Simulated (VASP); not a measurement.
The system is InSe.

```
CELL_PARAMETERS angstrom
2.00000 1.15470 8.44000
-2.00000 1.15470 8.44000
0.00000 -2.30940 8.44000
ATOMIC_POSITIONS crystal
In 0.00000 0.00000 0.00000
In 0.11140 0.11140 0.11140
Se 0.61650 0.61650 0.61650
Se 0.82810 0.82810 0.82810
```

| Property | Result |
| --- | --- |
| Program | VASP 6.6.1 |
| Task | relaxation of cell and atoms |
| Functional | rev-vdW-DF2 |
| Potentials or basis | VASP PAW PBE potentials, release 64 (In_d, Se) |
| Cutoff | 600 eV |
| k mesh | 8 × 8 × 8 |
| Occupations | gaussian, width 0.03 eV |
| Spin | no spin polarisation |

At the start: pressure 1.7 GPa; volume 29.24 Å³/atom.

Task: How do energy, volume and symmetry change on relaxing?

Result: Over 15 steps the energy falls by 7.4 meV/atom and the volume is 29.89 Å³/atom (+2.2 %); space group R3m (No. 160, to 0.05 Å).

Step by step:
| step | energy change (eV) | largest force (eV/Å) | pressure (GPa) | volume (Å³) |
| --- | --- | --- | --- | --- |
| 1 | 0.0000 | 0.4168 | 1.71 | 116.95 |
| 2 | -0.0184 | 0.2520 | -0.98 | 122.31 |
| 3 | -0.0281 | 0.0133 | -0.05 | 120.27 |
| 4 | -0.0281 | 0.0070 | -0.02 | 120.20 |
| 5 | -0.0285 | 0.0210 | 0.03 | 120.09 |
| 6 | -0.0286 | 0.0352 | 0.06 | 119.99 |
| 7 | -0.0288 | 0.0310 | -0.01 | 120.17 |
| 8 | -0.0289 | 0.0267 | -0.09 | 120.36 |
| 9 | -0.0290 | 0.0230 | -0.06 | 120.26 |
| 10 | -0.0291 | 0.0389 | -0.02 | 120.13 |
| 11 | -0.0292 | 0.0374 | 0.00 | 119.99 |
| 12 | -0.0294 | 0.0334 | 0.06 | 119.58 |
| 13 | -0.0295 | 0.0102 | -0.05 | 119.70 |
| 14 | -0.0295 | 0.0069 | -0.05 | 119.69 |
| 15 | -0.0296 | 0.0011 | -0.03 | 119.56 |

Final structure:
```yaml
crystal:
  lattice:
    - [2.02959, 1.17178, 8.37870]
    - [-2.02959, 1.17178, 8.37870]
    - [0.00000, -2.34357, 8.37870]
  atoms:
    - { symbol: In, position: [0.99987, 0.99987, 0.99987] }
    - { symbol: In, position: [0.11150, 0.11150, 0.11150] }
    - { symbol: Se, position: [0.61530, 0.61530, 0.61530] }
    - { symbol: Se, position: [0.82933, 0.82933, 0.82933] }
```

Caveat: the PAW data sets were made with another functional, which shifts forces and pressure a little.
